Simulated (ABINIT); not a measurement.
Runs of ABINIT 10.8.3 (patched build) on ZnO (zincite). It takes space group P6_3mc (No. 186, hexagonal). The conventional cell has a = 3.249 Å, b = 3.249 Å, c = 5.206 Å, α = 90.00°, β = 90.00°, γ = 120.00°. Zn (site symmetry 3m) has 4 O at 1.97 to 1.98 Å as nearest neighbours. O (site symmetry 3m) is surrounded by 4 Zn at 1.97 to 1.98 Å. 

| task | level | potentials or basis | k mesh | cutoff (eV) | smearing | stop of the response cycle (tolvrs) | acoustic sum rule (asr) | fine-grid cutoff | mesh quality | gap on the mesh (eV) | pressure (GPa) | largest force (eV/Å) |
| --- | --- | --- | --- | --- | --- | --- | --- | --- | --- | --- | --- | --- |
| dielectric tensor | PBE | PseudoDojo NC SR PBE v0.4.1 standard | 6 × 6 × 4, shifted | 1034 | fixed | 1e-08 | 1 | - | coarse | - | - | 0.07 |
| single point | PBE | JTH PAW PBE v2.0 | 5 × 5 × 3 | 626 | fermi-dirac 0.05 eV | - | - | 1224.51 eV | coarse | 0.79 | 4.3 | 0.07 |
| single point | LDA | JTH PAW LDA v2.0 | 7 × 7 × 4 | 626 | fermi-dirac 0.05 eV | - | - | 1224.51 eV | not flagged | 0.72 | -7.7 | 0.05 |
| single point | PBEsol | JTH PAW PBE v2.0 | 4 × 4 × 2 | 626 | fermi-dirac 0.05 eV | - | - | 1224.51 eV | coarse | (a) | -1.9 | 0.06 |
| single point | PBEsol | JTH PAW PBE v2.0 | 12 × 12 × 6 | 626 | fermi-dirac 0.05 eV | - | - | 1224.51 eV | not flagged | 0.68 | -1.8 | 0.06 |
| single point | PBEsol | JTH PAW PBE v2.0 | 7 × 7 × 4 | 626 | fermi-dirac 0.05 eV | - | - | 1224.51 eV | not flagged | 0.68 | -1.8 | 0.06 |
| single point | LDA | JTH PAW LDA v2.0 | 5 × 5 × 3 | 626 | fermi-dirac 0.05 eV | - | - | 1224.51 eV | coarse | 0.72 | -7.7 | 0.05 |
| band structure | LDA-PZ | JTH PAW LDA v2.0 | 9 × 9 × 5 | 626 | fermi-dirac 0.05 eV | - | - | 1224.51 eV | not flagged | 0.72 | -7.6 | 0.05 |
| single point | r2SCAN | JTH PAW PBE v2.0 | 5 × 5 × 3 | 762 | fermi-dirac 0.05 eV | - | - | 1360.57 eV | coarse | 1.21 | - | 0.07 |
| band structure | LDA | JTH PAW LDA v2.0 | 9 × 9 × 5 | 626 | fermi-dirac 0.05 eV | - | - | 1224.51 eV | not flagged | 0.72 | -7.7 | 0.05 |
| single point | PBE | JTH PAW PBE v2.0 | 7 × 7 × 4 | 626 | fermi-dirac 0.05 eV | - | - | 1224.51 eV | not flagged | 0.79 | 4.3 | 0.07 |
| band structure | WC | JTH PAW PBE v2.0 | 9 × 9 × 5 | 626 | fermi-dirac 0.05 eV | - | - | 1224.51 eV | not flagged | 0.68 | -1.9 | 0.06 |

Alike in all rows: no spin polarisation; cell as given.

Problem. Estimate the missing entries.

Solution. (a) 0.67.

Caveats: some runs use coarse meshes; an odd mesh through Γ misses points on the zone boundary, where band edges often lie (some runs); the PAW data sets were made with another functional, which shifts forces and pressure a little (some runs).

Not every run made on this cell is shown here.
